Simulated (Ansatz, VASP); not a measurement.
## As in VASP and in Ansatz

INCAR

```
PREC = Accurate ; ENCUT = 520
EDIFF = 1E-6 ; ISMEAR = 0
SIGMA = 0.025 ; LREAL = F
LASPH = T ; NELM = 80
ALGO = Normal ; ISIF = 2
LWAVE = F ; LCHARG = T
GGA = PE ; LELF = T
LVHAR = T ; NBANDS = 12
```

KPOINTS

```
regular mesh
0
Gamma
  9 9 9
```

Contents of POSCAR:

```
As
1.0
    1.8807968987      1.0858785957      3.5140619945
   -1.8807968987      1.0858785957      3.5140619945
    0.0000000000     -2.1717571915      3.5140619945
As
2
Direct
    0.2260000000      0.2260000000      0.2260000000
    0.7740000000      0.7740000000      0.7740000000
```

Contents of input.yaml:

```yaml
crystal:
  lattice:
    - [1.8807968987, 1.0858785957, 3.5140619945]
    - [-1.8807968987, 1.0858785957, 3.5140619945]
    - [0.0, -2.1717571915, 3.5140619945]
  atoms:
    - { symbol: As, position: [0.226, 0.226, 0.226] }
    - { symbol: As, position: [0.774, 0.774, 0.774] }
hamiltonian:
  xc: pbe
  pseudopotentials: { kind: paw }
kpoints:
  mp_grid: { grid: [9, 9, 9] }
scf:
  occupations: { method: gaussian, width: 0.025 }
output:
  forces: true
  stress: true
  eigenvalues: true
  write_density: true
  write_potential: true
  elf: true
  volumetric_format: npy
```

Alike in both runs: task single point; functional PBE; k mesh 9 × 9 × 9; occupations gaussian, width 0.025 eV; no spin polarisation.

|  | VASP | Ansatz |
| --- | --- | --- |
| version | VASP 6.6.1 | Ansatz 0.2.0 |
| potentials or method | VASP PAW PBE potentials, release 64 (As) | Ansatz PAW |
| plane-wave cutoff (eV) | 520 | 420 |
| valence electrons in the cell | 10 | 30 |

VASP gave:

| Item | Value |
| --- | --- |
| gap on the k mesh at the Fermi level (eV) | none |
| pressure (GPa) | 4.1 |
| largest component of the traceless stress (GPa) | 0.40 |
| rms of the force components (eV/Å) | 0.284 |

Q: Which values does Ansatz return?

A: gap on the k mesh at the Fermi level (eV): none; pressure (GPa): 3.7; largest component of the traceless stress (GPa): 0.30; rms of the force components (eV/Å): 0.249.

Atom by atom the forces differ by 0.035 eV/Å (rms over components). A gap of «none» marks a metal or a gap that the smearing closes. The two sets of potentials don't hold the same shells in valence.
